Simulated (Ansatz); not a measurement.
# KCl at several levels of theory

One geometry, relaxed with PBE, and single points on it; plane waves with PAW potentials in Ansatz, scalar-relativistic unless the row names spin-orbit coupling. No spin polarisation. Meshes are on the primitive cell of 2 atoms. Gaps are the least over mesh and band path; pressure is positive in compression. Smearing is Gaussian, 0.02 eV.

```
K Cl
1.0
     0.00000    3.18918    3.18918
     3.18918    0.00000    3.18918
     3.18918    3.18918    0.00000
K Cl
1 1
Direct
  0.00000 0.00000 0.00000
  0.50000 0.50000 0.50000
```

```tsv
level	cutoff (eV)	k mesh	gap (eV)	pressure (GPa)	rough cost with bands (core-min)
PBE	420	6×6×6	5.05	0.0	0.16
```

**Question.** What do r2SCAN, LDA give on the same cell?

**Answer.**
```
 level cutoff (eV) k mesh gap (eV) pressure (GPa) rough cost with bands (core-min)
r2SCAN          500   6×6×6      5.69            -0.7                              0.26
   LDA          420   6×6×6      4.61            -2.5                              0.16
```